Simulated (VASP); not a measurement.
The system is ZrSe2.

```
Zr Se
1.0
     3.79800    0.00000    0.00000
    -1.89900    3.28916    0.00000
     0.00000    0.00000    6.19200
Zr Se
1 2
Direct
  0.00000 0.00000 0.00000
  0.33333 0.66667 0.25000
  0.66667 0.33333 0.75000
```

| Item | Value |
| --- | --- |
| Program | VASP 6.6.1 |
| Task | relaxation of cell and atoms |
| Functional | rev-vdW-DF2 |
| Potentials or basis | VASP PAW PBE potentials, release 64 (Zr_sv, Se) |
| Cutoff | 600 eV |
| k mesh | 9 × 9 × 5 |
| Occupations | gaussian, width 0.03 eV |
| Spin | no spin polarisation |

At the start: pressure 0.6 GPa; volume 25.78 Å³/atom.

Q: Where does the relaxation end?

A: Over 18 steps the energy falls by 5.8 meV/atom and the volume is 25.18 Å³/atom (-2.4 %); space group P-3m1 (No. 164, to 0.05 Å).

The path:
```csv
step,energy change (eV),largest force (eV/Å),pressure (GPa),volume (Å³)
1,0.0000,0.3553,0.63,77.35
2,-0.0072,0.0180,-1.21,78.48
3,-0.0082,0.0757,-0.76,78.19
4,-0.0133,0.0578,-0.26,77.29
5,-0.0136,0.0517,-0.09,77.02
6,-0.0144,0.0635,0.00,76.79
7,-0.0159,0.0970,0.29,76.08
8,-0.0141,0.1614,0.94,74.67
9,-0.0161,0.1163,0.46,75.72
10,-0.0164,0.1030,0.39,75.71
11,-0.0171,0.0624,0.17,75.68
12,-0.0170,0.0172,-0.24,75.60
13,-0.0173,0.0278,-0.02,75.64
14,-0.0173,0.0251,-0.03,75.64
15,-0.0173,0.0214,-0.03,75.63
16,-0.0175,0.0119,-0.03,75.59
17,-0.0175,0.0081,-0.04,75.51
18,-0.0175,0.0033,-0.02,75.53
```

Final structure:
```yaml
crystal:
  lattice:
    - [3.76695, 0.00000, 0.00000]
    - [-1.88347, 3.26227, 0.00000]
    - [0.00000, 0.00000, 6.14632]
  atoms:
    - { symbol: Zr, position: [0.00000, 0.00000, 0.00000] }
    - { symbol: Se, position: [0.33333, 0.66667, 0.25945] }
    - { symbol: Se, position: [0.66667, 0.33333, 0.74055] }
```

Caveat: the PAW data sets were made with another functional, which shifts forces and pressure a little.
